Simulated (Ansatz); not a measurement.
Runs of Ansatz 0.2.0 on PbS (Galena). It takes space group Fm-3m (No. 225, cubic). Conventional cell: a = 5.931 Å, b = 5.931 Å, c = 5.931 Å, α = 90.00°, β = 90.00°, γ = 90.00°. Pb (site symmetry m-3m) has 6 S at 2.97 Å as nearest neighbours. S (site symmetry m-3m) has 6 Pb at 2.97 Å as nearest neighbours. 

```tsv
task	level	spin	cell	k mesh	points for each segment of the path	mesh quality	gap on the mesh (eV)	pressure (GPa)	relaxed volume (Å³/atom)
single point	PBE0	SOC, no magnetisation	as given	4 × 4 × 4	-	coarse	0.90	0.9	-
relaxation of cell and atoms	RPBE+D4	off	relaxed	8 × 8 × 8	-	not flagged	0.47	0.0	26.23
band structure	BLYP	off	as given	8 × 8 × 8	14	not flagged	(a)	5.9	-
relaxation of cell and atoms	revPBE+D3(BJ)	off	relaxed	8 × 8 × 8	-	not flagged	0.40	0.0	25.90
relaxation of cell and atoms	PBEsol+D4	off	relaxed	8 × 8 × 8	-	not flagged	-	0.0	(b)
```

Alike in all rows: potentials or basis Ansatz PAW; cutoff (eV) 420; smearing fermi-dirac 0.05 eV.

**Question.** Fill in the values left out.

**Answer.** (a) 0.50; (b) 25.15.

Caveats: some runs use coarse meshes; the PAW data sets come from PBE, with cores solved anew for the run's functional, which leaves a small shift of forces and pressure; the plane-wave basis is chosen anew once the cell has moved, so the energies of steps on either side of that aren't comparable (some runs); spin-orbit coupling is left out, which as a rule narrows the gap of such compounds by several tenths of an eV (some runs); the thresholds are loose for stress (some runs).

A k mesh can miss the band edges, and rows without SOC leave out spin-orbit coupling on Pb.

Runs at the PBE level aren't shown here.
